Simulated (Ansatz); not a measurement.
Zn: do energies and stresses tell the same story?

Theory: DFT PBE, scalar-relativistic, plane waves, PAW (Ansatz).

Plane waves to 420 eV, a k mesh through Γ of 18×18×18 on the computed 1-atom cell and Gaussian smearing (0.10 eV); no spin polarisation.

Relaxed cell: Im-3m, a = 3.132 Å, b = 3.132 Å, c = 3.132 Å, α = 90.00°, β = 90.00°, γ = 90.00°, 1 atom in the primitive cell. This bcc form isn't the element's structure at ambient conditions.

Energies at zero smearing and pressures from the stress tensor, at volumes with shape and atoms relaxed:
```json
{"V (Å³/atom)": "13.518", "E − E(first) (meV/atom)": "0.00", "P (GPa)": "11.83"}
{"V (Å³/atom)": "13.979", "E − E(first) (meV/atom)": "-28.56", "P (GPa)": "8.05"}
{"V (Å³/atom)": "14.440", "E − E(first) (meV/atom)": "-47.16", "P (GPa)": "4.87"}
{"V (Å³/atom)": "14.901", "E − E(first) (meV/atom)": "-57.31", "P (GPa)": "2.21"}
{"V (Å³/atom)": "15.361", "E − E(first) (meV/atom)": "-60.39", "P (GPa)": "0.00"}
{"V (Å³/atom)": "15.822", "E − E(first) (meV/atom)": "-57.68", "P (GPa)": "-1.80"}
{"V (Å³/atom)": "16.283", "E − E(first) (meV/atom)": "-50.33", "P (GPa)": "-3.25"}
{"V (Å³/atom)": "16.898", "E − E(first) (meV/atom)": "-34.82", "P (GPa)": "-4.75"}
```

Problem. Check P = −dE/dV between neighbouring volumes, and get the bulk modulus from the pressures alone.

Solution. With 1 eV/Å³ = 160.2 GPa:
| middle V (Å³/atom) | −ΔE/ΔV (GPa) | mean P (GPa) |
| --- | --- | --- |
| 13.749 | 9.930 | 9.942 |
| 14.209 | 6.466 | 6.462 |
| 14.670 | 3.530 | 3.542 |
| 15.131 | 1.070 | 1.106 |
| 15.592 | -0.942 | -0.897 |
| 16.053 | -2.555 | -2.520 |
| 16.590 | -4.044 | -3.998 |

The two differ by 0.05 GPa at most. The mean of two end pressures misses the average over a step by about ΔV² P″/12, up to 0.05 GPa here; with that taken off 0.05 GPa remains. The stress is the derivative of the free energy, not of the energy at zero smearing, and with free energies 0.01 GPa remains. Around V = 15.361 Å³/atom, the two neighbours give B = −V ΔP/ΔV = 15.361 × 4.01 / 0.922 = 66.8 GPa, against B0 = 65.9 GPa from the Birch–Murnaghan fit of the energies.

Cost: 9 runs of about 0.62 core-minutes in all, on Intel Xeon Platinum 8488C (Sapphire Rapids) (shared hosts).